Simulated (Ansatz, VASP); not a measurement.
# Co (Co(0001), 4 layers) in two plane-wave programs

One calculation is typed for both programs; each brings its own data sets. How far apart do they land? The structure shown is the start of the Ansatz relaxation below; VASP solves that cell, so the two are compared at the walk's first step.

Program: Ansatz 0.2.0. Level of theory: plane waves, with VASP 6.6.1 beside it; single point at PBE. Results are calculated unless marked as measured.

## 1. Starting point

The cell holds 4 atoms: 4 Co. Cell: a = 2.510 Å, b = 2.510 Å, c = 22.107 Å, α = 90.0°, β = 90.0°, γ = 60.0°. Vacuum lies along c.

As a file:

```cif
data_structure
_symmetry_space_group_name_H-M 'P 1'
_symmetry_Int_Tables_number 1
_cell_length_a 2.5100
_cell_length_b 2.5100
_cell_length_c 22.1068
_cell_angle_alpha 90.000
_cell_angle_beta 90.000
_cell_angle_gamma 60.000
_cell_volume 120.62
loop_
_atom_site_label
_atom_site_type_symbol
_atom_site_fract_x
_atom_site_fract_y
_atom_site_fract_z
_atom_site_occupancy
Co1 Co 0.66667 0.66667 0.36188 1
Co2 Co 0.00000 0.00000 0.45396 1
Co3 Co 0.66667 0.66667 0.54604 1
Co4 Co 0.00000 0.00000 0.63812 1
```

## 2. Ansatz: relaxation, PBE

Ansatz runs on its default PAW (the set named soft_2) files.

The two programs are compared at the cell with which this relaxation starts, whose forces are those of its first step.

Contents of input.yaml:

```yaml
crystal:
  lattice:
    - [2.51, 0.0, 0.0]
    - [1.255, 2.1737237635, 0.0]
    - [0.0, 0.0, 22.10683]
  atoms:
    - { symbol: Co, position: [0.6666666667, 0.6666666667, 0.3618791116], spin: 1.7 }
    - { symbol: Co, position: [0.0, 0.0, 0.4539597039], spin: 1.7 }
    - { symbol: Co, position: [0.6666666667, 0.6666666667, 0.5460402961], spin: 1.7 }
    - { symbol: Co, position: [0.0, 0.0, 0.6381208884], spin: 1.7 }
magnetization:
  spin_polarized: true
kpoints:
  mp_grid: { grid: [12, 12, 1] }
hamiltonian:
  xc: pbe
scf:
  occupations: { method: fermi_dirac, width: 0.1 }
  convergence: { dr2_threshold: 1.0e-08 }
efield:
  axis: 3
  dipole_correction: true
  ramp_position: 0.97
  ramp_width: 0.04
relax:
  f_tol: 0.01
  constraints: [{ sites: [0, 1] }]
output:
  write_potential: true
  write_density: true
  volumetric_format: npy
```

Command:

```console
$ ansatz run input.yaml --threads 4 --pin off --max-ram 8192MiB --backend cpu --events-out ev --progress --plain --runs-dir out
```

Numbers of over 12 decimals in the logs are rounded to 6 here.

Log:

```text
Engine: ansatz 0.2.0, aarch64-unknown-linux-gnu
Pseudopotentials: kind: paw
Pseudopotential: Co, paw, valence charge 17, recommended cutoff 420 eV (normal), Co.paw.azcp
Functional definition: PBE
  parameter kappa = 0.804
  parameter beta = 0.066725
  exchange = pbe_x(kappa = kappa, mu = beta*pi^2/3)
  correlation = pbe_c(beta = beta)
Crystal: 4 atoms, lattice volume = 120.616 Å³
Basis set: ecut = 420 eV, 2359 PW (Γ), exchange–correlation on 36×36×300 points (8 copies of the dense FFT grid, shifted against one another)
Bands: 45, of which v1, the nominal top of the filled ones, is band 34 counted from 1 (33 counted from 0)
Symmetry: 6 space group operations
k-points: 19 of 144 (time reversal used)
Non-local potential: Co, projectors of the file, l = 0: 3, l = 1: 2, l = 2: 3, l = 3: 1
PAW form: soft (Blöchl's): semilocal exchange-correlation on the pseudo side does not see the compensation charge
PAW one-centre angular grid: Co, 590 points (default); XC on 64 Gauss nodes
Initial density: superposition of atomic densities (neutral atoms: chi_scale 0, normalization atom)
Starting moments: Σ|m| = 6.8 μB on 4 of 4 sites
Initial wavefunctions: pseudopotential atomic-orbital guess
Functional: x = pbe(κ = 0.804, μ = 0.219515), c = pbe(β = 0.066725)
SCF iter   1: F=—  HF=-20501.289806 eV  |F-HF|=—  |Δ(HF+E_count)|=         —  Δρ=5.17e-2 (↑1.09e-2 ↓5.17e-2)  dr2=5.45e0  dr2_m=7.30e-1  M=6.868 μB ∫|m|=7.071 μB  β_m=1.00  ethr=3.10e-3  p=-0.000 e·Å  D=-1.37e-7 V/Å  ΔV_dip=0.00 eV  dr2_dipole=8.84e-8  V_vac-E_F(+/−)=7.44/7.44 eV  ⟨swp⟩=11.0  Hψ=8784  notcnv=0  defer=10
Mixer restart at iter 1: flushing history
efield: sawtooth ramp at fractional position 0.9700 (set: `efield.ramp_position`, or a place that a band, a saddle search or an elastic batch's reference lends), width 0.0400; the density the first Hamiltonian is built on has a dipole p = -0.000 e·Å; the dipole correction subtracts the counter field D = -1.37e-7 V/Å, which shifts the + side's vacuum level by +0.00 eV against the − side's; the planar-averaged density in the ramp window peaks in size at 4.2e-6 e/Å³
preconditioner: auto → LDOS  [metal: Δε(μ)=0.006 eV  Ē_g=6.901 eV  σ=0.100 eV  W_gap=0.02  n_scr=16 (ndim 8)  ℏωp=20.3 eV  f_vac=0.564  D(μ)=4.75/eV (n_scr^D=18)]
spin=Collinear: LDOS preconditioning applied to the charge; magnetization (m = ρ↑ − ρ↓) channel mixes plain (no charge-response kernel on spin).
SCF iter   2: F=—  HF=-20500.695587 eV  |F-HF|=—  |Δ(HF+E_count)|=   5.94e-1  Δρ=1.25e-2 (↑1.25e-2 ↓8.53e-3)  dr2=4.95e-1  dr2_m=7.67e-2  M=6.896 μB ∫|m|=7.366 μB  β_m=0.35  ethr=3.10e-3  p=-0.000 e·Å  D=-1.89e-4 V/Å  ΔV_dip=0.00 eV  dr2_dipole=8.49e-6  V_vac-E_F(+/−)=6.54/6.54 eV  ⟨swp⟩=2.7  Hψ=3038  notcnv=0  defer=51
density mixer auto → msr1: a metal under ldos (density of states about μ 3.23 of a free-electron gas's, 16 screened modes)
SCF iter   3: F=—  HF=-20502.013164 eV  |F-HF|=—  |Δ(HF+E_count)|=    1.32e0  Δρ=4.90e-3 (↑4.90e-3 ↓4.79e-3)  dr2=9.44e-2  dr2_m=1.53e-2  M=6.918 μB ∫|m|=7.460 μB  β_m=0.48  ethr=7.28e-4  p=-0.000 e·Å  D=-1.86e-4 V/Å  ΔV_dip=0.00 eV  dr2_dipole=9.69e-6  V_vac-E_F(+/−)=5.92/5.91 eV  ⟨swp⟩=2.9  Hψ=2910  notcnv=0  defer=50
SCF iter   4: F=—  HF=-20502.981839 eV  |F-HF|=—  |Δ(HF+E_count)|=         —  Δρ=5.27e-3 (↑5.27e-3 ↓2.92e-3)  dr2=4.54e-2  dr2_m=7.65e-3  M=6.978 μB ∫|m|=7.615 μB  β_m=0.48  ethr=1.39e-4  p=-0.000 e·Å  D=-8.76e-5 V/Å  ΔV_dip=0.00 eV  dr2_dipole=2.08e-6  V_vac-E_F(+/−)=5.27/5.27 eV  ⟨swp⟩=3.1  Hψ=3571  notcnv=0  defer=52
SCF iter   5: F=—  HF=-20503.130021 eV  |F-HF|=—  |Δ(HF+E_count)|=   1.48e-1  Δρ=2.59e-3 (↑1.58e-3 ↓2.59e-3)  dr2=1.21e-2  dr2_m=1.60e-3  M=6.908 μB ∫|m|=7.564 μB  β_m=0.64  ethr=6.67e-5  p=-0.000 e·Å  D=-2.84e-5 V/Å  ΔV_dip=0.00 eV  dr2_dipole=5.36e-8  V_vac-E_F(+/−)=5.11/5.11 eV  ⟨swp⟩=2.2  Hψ=3161  notcnv=0  defer=52
SCF iter   6: F=—  HF=-20503.154818 eV  |F-HF|=—  |Δ(HF+E_count)|=   2.48e-2  Δρ=1.19e-3 (↑8.87e-4 ↓1.19e-3)  dr2=3.46e-3  dr2_m=1.42e-4  M=6.880 μB ∫|m|=7.545 μB  β_m=0.80  ethr=1.78e-5  p=-0.000 e·Å  D=-2.68e-5 V/Å  ΔV_dip=0.00 eV  dr2_dipole=2.10e-7  V_vac-E_F(+/−)=5.04/5.04 eV  ⟨swp⟩=2.2  Hψ=2722  notcnv=0  defer=52
SCF iter   7: F=—  HF=-20503.158782 eV  |F-HF|=—  |Δ(HF+E_count)|=   3.96e-3  Δρ=6.33e-4 (↑5.16e-4 ↓6.33e-4)  dr2=1.23e-3  dr2_m=2.34e-5  M=6.862 μB ∫|m|=7.534 μB  β_m=0.70  ethr=5.08e-6  p=-0.000 e·Å  D=-8.27e-6 V/Å  ΔV_dip=0.00 eV  dr2_dipole=2.17e-9  V_vac-E_F(+/−)=5.00/5.00 eV  ⟨swp⟩=2.4  Hψ=3346  notcnv=0  defer=54
SCF iter   8: F=—  HF=-20503.158684 eV  |F-HF|=—  |Δ(HF+E_count)|=   9.84e-5  Δρ=2.00e-4 (↑2.00e-4 ↓1.71e-4)  dr2=7.53e-5  dr2_m=6.75e-6  M=6.861 μB ∫|m|=7.536 μB  β_m=0.71  ethr=1.81e-6  p=-0.000 e·Å  D=-1.07e-7 V/Å  ΔV_dip=0.00 eV  dr2_dipole=2.94e-8  V_vac-E_F(+/−)=4.99/4.99 eV  ⟨swp⟩=2.4  Hψ=3070  notcnv=0  defer=54
[...]
SCF iter   5: F=—  HF=-20503.182503 eV  |F-HF|=—  |Δ(HF+E_count)|=   8.95e-6  Δρ=5.70e-5 (↑5.70e-5 ↓3.48e-5)  dr2=7.95e-7  dr2_m=2.19e-6  M=6.836 μB ∫|m|=7.501 μB  β_m=0.63  ethr=3.55e-8  p=0.002 e·Å  D=2.76e-3 V/Å  ΔV_dip=-0.06 eV  dr2_dipole=1.45e-7  V_vac-E_F(+/−)=4.93/4.99 eV  ⟨swp⟩=2.0  Hψ=2383  notcnv=0  defer=64
SCF iter   6: F=—  HF=-20503.182506 eV  |F-HF|=—  |Δ(HF+E_count)|=   3.64e-6  Δρ=2.50e-5 (↑2.50e-5 ↓8.17e-6)  dr2=5.99e-7  dr2_m=2.10e-7  M=6.836 μB ∫|m|=7.502 μB  β_m=0.66  ethr=1.17e-9  p=0.002 e·Å  D=2.79e-3 V/Å  ΔV_dip=-0.06 eV  dr2_dipole=2.77e-8  V_vac-E_F(+/−)=4.93/4.99 eV  ⟨swp⟩=2.9  Hψ=3388  notcnv=0  defer=64
SCF iter   7: F=—  HF=-20503.182506 eV  |F-HF|=—  |Δ(HF+E_count)|=   7.86e-8  Δρ=1.05e-5 (↑9.07e-6 ↓1.05e-5)  dr2=4.02e-7  dr2_m=2.66e-8  M=6.836 μB ∫|m|=7.502 μB  β_m=0.58  ethr=8.80e-10  p=0.002 e·Å  D=2.79e-3 V/Å  ΔV_dip=-0.06 eV  dr2_dipole=6.78e-8  V_vac-E_F(+/−)=4.93/4.99 eV  ⟨swp⟩=2.0  Hψ=2967  notcnv=0  defer=64
SCF iter   8: F=—  HF=-20503.182506 eV  |F-HF|=—  |Δ(HF+E_count)|=   3.12e-8  Δρ=3.97e-6 (↑3.97e-6 ↓2.42e-6)  dr2=1.58e-8  dr2_m=1.00e-8  M=6.836 μB ∫|m|=7.502 μB  β_m=0.69  ethr=5.91e-10  p=0.002 e·Å  D=2.79e-3 V/Å  ΔV_dip=-0.06 eV  dr2_dipole=1.40e-9  V_vac-E_F(+/−)=4.93/4.99 eV  ⟨swp⟩=2.4  Hψ=2800  notcnv=0  defer=64
SCF iter   9: F=—  HF=-20503.182506 eV  |F-HF|=—  |Δ(HF+E_count)|=   3.80e-8  Δρ=1.40e-6 (↑1.40e-6 ↓1.36e-6)  dr2=3.71e-9  dr2_m=1.02e-9  M=6.837 μB ∫|m|=7.502 μB  β_m=0.66  ethr=2.32e-11  p=0.002 e·Å  D=2.79e-3 V/Å  ΔV_dip=-0.06 eV  dr2_dipole=9.44e-11  V_vac-E_F(+/−)=4.93/4.99 eV  ⟨swp⟩=2.8  Hψ=3122  notcnv=0  defer=64
SCF iter  10: F=—  HF=-20503.182506 eV  |F-HF|=—  |Δ(HF+E_count)|=   6.65e-9  Δρ=1.36e-6 (↑9.39e-7 ↓1.36e-6)  dr2=1.14e-8  dr2_m=3.32e-10  M=6.837 μB ∫|m|=7.502 μB  β_m=0.65  ethr=5.46e-12  p=0.002 e·Å  D=2.79e-3 V/Å  ΔV_dip=-0.06 eV  dr2_dipole=3.42e-9  V_vac-E_F(+/−)=4.93/4.99 eV  ⟨swp⟩=2.3  Hψ=3164  notcnv=0  defer=64
SCF iter  11: F=-20503.182506 eV  HF=-20503.182506 eV  |F-HF|=5.53e-9  |Δ(HF+E_count)|=   1.39e-9  Δρ=9.12e-7 (↑4.14e-7 ↓9.12e-7)  dr2=4.91e-9  dr2_m=1.44e-10  M=6.837 μB ∫|m|=7.502 μB  ethr=5.46e-12  p=0.002 e·Å  D=2.79e-3 V/Å  ΔV_dip=-0.06 eV  dr2_dipole=1.25e-9  V_vac-E_F(+/−)=4.93/4.99 eV  ⟨swp⟩=7.0  Hψ=9649  notcnv=0
SCF 4 converged in 11 iterations: F = -20503.182506 eV  dr2 = 4.91e-9
relax step   4: F+E_penalty+E_count = -20503.18250645 eV  Δ(F+E_penalty+E_count) = -2.559e-4 eV  max|allowed force component| = 8.199e-3 eV/Å  Δτ_max = 0.0087 Å  (11 SCF iters, accepted)
NSCF: frozen V_eff on 19 k-points
the band table was solved once a step of the walk had ended and its energy, with any forces and stress, was formed, with the checks that follow a solve (9050 applications of the Hamiltonian). They found nothing against the state; the energy, forces and stress were not computed again (output.eigenvalues in the input reference)
WARN: The output density's exchange-correlation potential varies sharply where the density is thin. Do not read a vacuum level from v_tot or v_xc, or from such a field of the output density. On a cell that repeats whose density bears no net charge and no dipole along the vacuum's axis use v_es (v_loc + v_h of the components); under efield.dipole_correction with no amplitude use v_es + v_field, which holds any externa [...]
SCF converged after 11 iterations
Magnetization: 6.8365 μB (37.4183 up, 30.5817 down)
Absolute magnetization: 7.5039 μB (∫|ρ↑−ρ↓|, with the PAW one-centre terms)
Spin contamination: 0.1418 ħ² per cell (⟨S²⟩ above its minimum at these occupations)
Per-site moments (μB) at R_I (Å): [(1.819624, 1.030734), (1.757761, 1.030734), (1.742082, 1.000738), (1.792769, 1.000738)]
Free energy (F): -20503.182506 eV
Harris-Foulkes:  -20503.182506 eV  (|F-HF|=5.53e-9)
Internal energy: -20503.052779 eV  (E = F + TS)
E sigma→0 (E₀):  -20503.117643 eV
Entropy (-TS):   -0.129728 eV (-32.432 meV/atom)
Fermi energy:    3.669907 eV
Dipole field:    D = 0.002853 V/Å  (p = 0.001902 e·Å, saw-weighted, corrected)
Work function:   Φ+ = 4.9254 eV   Φ− = 4.9885 eV
Levels:          The Fermi level and band energies are counted from a zero that moves with the ramp; work functions are not
--- Per-component energies (eV) ---
  E_band       = -1993.158047
  E_kinetic    = 1808.856920
  E_local      = -128740.793173  (includes V_loc(G=0)·N_el)
  E_nonlocal   = 1821.377877
  E_hartree    = 62946.158694
  E_xc         = -632.277778
  E_vxc        = -815.575335  (∫ρ·V_xc dr)
  E_paw        = -6063.642237  (= ΣΔE_a)
  E_vpaw       = -1959.310454  (= ΣTr[D̂ρ^β])
  E_aug_tail   = 0.000300  (compensation charges beyond the density's cutoff)
  E_efield     = 0.000003  (sawtooth field / dipole correction)
  E_vefield    = -0.039470  (∫n·V_field dr)
  E_ewald      = 48357.266616
  E_smearing   = -0.129728  (= −TS)
  E_closure    = 0.000000  (closes the sum)
  Σ components = -20503.182506   (vs F -20503.182506, Δ=0.00e0)
--- Forces (eV/Å), atoms counted from 1 ---
  atom   1  Co     0.00000000     0.00000000     0.50235292
  atom   2  Co    -0.00000000     0.00000000    -0.49950577
  atom   3  Co     0.00000000    -0.00000000     0.00533838
  atom   4  Co     0.00000000    -0.00000000    -0.00819889
  max |Σ_I F_I| component: 1.34e-5 eV/Å
--- Band table (eV; the first three rows and the last of 38) ---
  k-point 0 ↑: bands = [... 30 lower, 1.3178, 1.8469, 1.8469, 2.2409, 2.2409, 2.6002, 2.6002, 2.7406, ... 7 higher]
  k-point 1 ↑: bands = [... 30 lower, 1.4083, 1.7547, 1.8169, 2.1001, 2.2190, 2.2504, 2.5059, 2.5997, ... 7 higher]
  k-point 2 ↑: bands = [... 30 lower, 1.5188, 1.6560, 1.7483, 1.8592, 2.1534, 2.1878, 2.5960, 2.7981, ... 7 higher]
  k-point 18 ↓: bands = [... 30 lower, 3.8293, 4.4365, 4.4656, 4.5198, 4.6291, 4.6724, 9.2226, 9.6093, ... 7 higher]
--- Relaxed structure (4 steps of the walk, 4 accepted, 0 SCFs on fresh bases) ---
  F+E_penalty+E_count = -20503.18250645 eV   max|allowed force component| = 8.199e-3 eV/Å
  atoms:
    - { symbol: Co, position: [0.666667, 0.666667, 0.3618791116] }
    - { symbol: Co, position: [0.0, 0.0, 0.453960] }
    - { symbol: Co, position: [0.666667, 0.666667, 0.546485] }
    - { symbol: Co, position: [-4.092082448743381e-18, 0, 0.634497] }
```

(Part 1 of 2 ends here.)

[Lines on the potential files, build, host, timing and source positions are cut from VASP's logs without a mark.]

[Logs are printed without paths, hosts, clocks, repeated set-up lines and the standing remarks that a program may print on its own settings, such as how far it seeks lower states.]

[Hosts, paths, dates, database ids (printed as entryN), source tags and the programs' standing remarks are cut or masked in the printed files.]
